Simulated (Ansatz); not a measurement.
# SiC (P6_3mc) under several functionals

**What was measured.**

From a printed reference work, textbook, for a bulk crystal of SiC at 300 K: lattice constant a 3.0806 Å; lattice constant c 15.1173 Å.

Plane-wave DFT in Ansatz with scalar-relativistic PAW potentials. The same structure was relaxed (cell and atoms, symmetry kept) in separate runs at each level. No spin polarisation.

| level | cutoff (eV) | k mesh | V (Å³/atom) | a (Å) | c (Å) | gap (eV) |
| --- | --- | --- | --- | --- | --- | --- |
| LDA | 420 | 12×12×2 | 10.140 | 3.059 | 15.012 | 1.98 |
| r2SCAN | 500 | 12×12×2 | 10.332 | 3.078 | 15.107 | 2.39 |
| PBE | 420 | 12×12×2 | 10.499 | 3.095 | 15.187 | 2.03 |

Q: Where does PBEsol (420 eV, k mesh 12×12×2) fall?

A: V (Å³/atom) 10.335, a (Å) 3.079, c (Å) 15.108, gap (eV) 1.92. Its volume is between those of r2SCAN and PBE. The usual order of volumes, LDA < PBEsol < PBE, holds here (10.140, 10.335, 10.499 Å³/atom). As a rule LDA overbinds; PBEsol, built on the gradient expansion of slowly varying densities, lies between LDA and PBE; PBE's stronger gradient term for exchange weakens bonds. r2SCAN lies 1.6 % under PBE in volume. Each gap belongs to its own cell, so it mixes the functional's effect with that of the volume; gaps are the least found on the k mesh or on a band path.

For PBE: Against the measured lattice constant a of SiC, 3.0806 Å (300 K; a printed reference work, textbook), the calculated 3.095 Å is off by +0.5 %. Against the measured lattice constant c of SiC, 15.1173 Å (300 K; a printed reference work, textbook), the calculated 15.187 Å is off by +0.5 %. The calculations are for 0 K without zero-point motion.

Cost: 4 runs of about 10 core-minutes in all, on Intel Xeon Processor @ 2.70GHz, AMD EPYC (Zen 3) (shared hosts).